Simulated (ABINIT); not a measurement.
A run of ABINIT 10.8.3 (patched build):

File run.abi:

```
pp_dirpath "./"
pseudos "Fe.upf"

acell 4.5998911804 4.5998911805 7.2602039371
rprim
     1.0000000000     0.0000000000     0.0000000000
    -0.5000000000     0.8660254038     0.0000000000
     0.0000000000     0.0000000000     1.0000000000
ntypat 1
znucl 26
natom 2
typat 1 1
xred
     0.6666666667     0.3333333333     0.7500000000
     0.3333333333     0.6666666667     0.2500000000

ecut 41.0

kptopt 1
ngkpt 9 9 5
nshiftk 1
shiftk 0.0 0.0 0.0

ixc -116133

nband 22
occopt 3
tsmear 0.05 eV

nsppol 2
spinat
     0.0000000000     0.0000000000     3.0000000000
     0.0000000000     0.0000000000     3.0000000000

nstep 100
tolvrs 1.0e-10

iomode 3
prtwf 0
prtden 0
prteig 0
prtebands 0
enunit 2
```

Potentials or basis: PseudoDojo NC SR PBEsol v0.4.1 standard.

Run with:

```bash
$ mpirun --bind-to none -np 4 abinit run.abi > log 2>&1
```

Hardware: 4 MPI ranks on Arm Neoverse V1, with other jobs on the host.

Question: How long does it take, and how much memory?

Answer: Wall time 35 s on 4 MPI ranks on Arm Neoverse V1, with other jobs on the host, peak memory 0.32 GiB a rank. Counts: scf iterations 17, mpi ranks 4, k points 36, bands 22, plane waves 1701.
